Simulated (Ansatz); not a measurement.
Wires are cut from relaxed bulk AlNi (Pm-3m, 12.11 Å³/atom, gap on the mesh 0.00 eV); atoms and period are relaxed, and energies count from that bulk.

These are results of Ansatz 0.2.0, DFT PBE, scalar-relativistic, plane waves, PAW, not measurements.

Cutoff 420 eV; k points 1×1×11 on the computed 14-atom cell (Γ-centred); Gaussian smearing, width 0.05 eV; no spin polarisation.

Start ([111] wire, 14 host atoms a period):

```
CELL_PARAMETERS angstrom
13.70000 0.00000 0.00000
0.00000 13.40000 0.00000
0.00000 0.00000 5.01097
ATOMIC_POSITIONS crystal
Al 0.50000 0.50000 0.00000
Al 0.41379 0.34733 0.33333
Al 0.41379 0.65267 0.33333
Al 0.32758 0.50000 0.66667
Al 0.67242 0.50000 0.33333
Al 0.58621 0.34733 0.66667
Al 0.58621 0.65267 0.66667
Ni 0.32758 0.50000 0.16667
Ni 0.58621 0.34733 0.16667
Ni 0.58621 0.65267 0.16667
Ni 0.50000 0.50000 0.50000
Ni 0.41379 0.34733 0.83333
Ni 0.41379 0.65267 0.83333
Ni 0.67242 0.50000 0.83333
```

Task: Relax it.

Result: The free energy falls by 58 meV/atom.

```
excess energy (eV per host atom)                      : 0.884
line energy (eV/Å)                                    : 2.568
period (Å)                                            : 4.819
gap on the mesh (eV)                                  : 0
highest filled level or Fermi level under vacuum (eV) : 4.43
```

Relaxed structure:
```yaml
crystal:
  lattice:
    - [13.70000, 0.00000, 0.00000]
    - [0.00000, 13.40000, 0.00000]
    - [0.00000, 0.00000, 4.81862]
  atoms:
    - { symbol: Al, position: [0.50000, 0.50000, 0.00000] }
    - { symbol: Al, position: [0.41320, 0.34631, 0.33571] }
    - { symbol: Al, position: [0.41320, 0.65369, 0.33571] }
    - { symbol: Al, position: [0.32644, 0.50000, 0.66426] }
    - { symbol: Al, position: [0.67356, 0.50000, 0.33574] }
    - { symbol: Al, position: [0.58680, 0.34631, 0.66429] }
    - { symbol: Al, position: [0.58680, 0.65369, 0.66429] }
    - { symbol: Ni, position: [0.33857, 0.50000, 0.16158] }
    - { symbol: Ni, position: [0.58070, 0.35709, 0.16161] }
    - { symbol: Ni, position: [0.58070, 0.64291, 0.16161] }
    - { symbol: Ni, position: [0.50000, 0.50000, 0.50000] }
    - { symbol: Ni, position: [0.41930, 0.35709, 0.83839] }
    - { symbol: Ni, position: [0.41930, 0.64291, 0.83839] }
    - { symbol: Ni, position: [0.66143, 0.50000, 0.83842] }
```

Spin polarisation was left out, and a magnetic state may lie lower.

Each run keeps its start's symmetry and one magnetic start, so lower states can exist.

The run took 38 s on 4 threads of Intel(R) Xeon(R) 6975P-C (Granite Rapids), on a shared host, peak memory 2.2 GiB.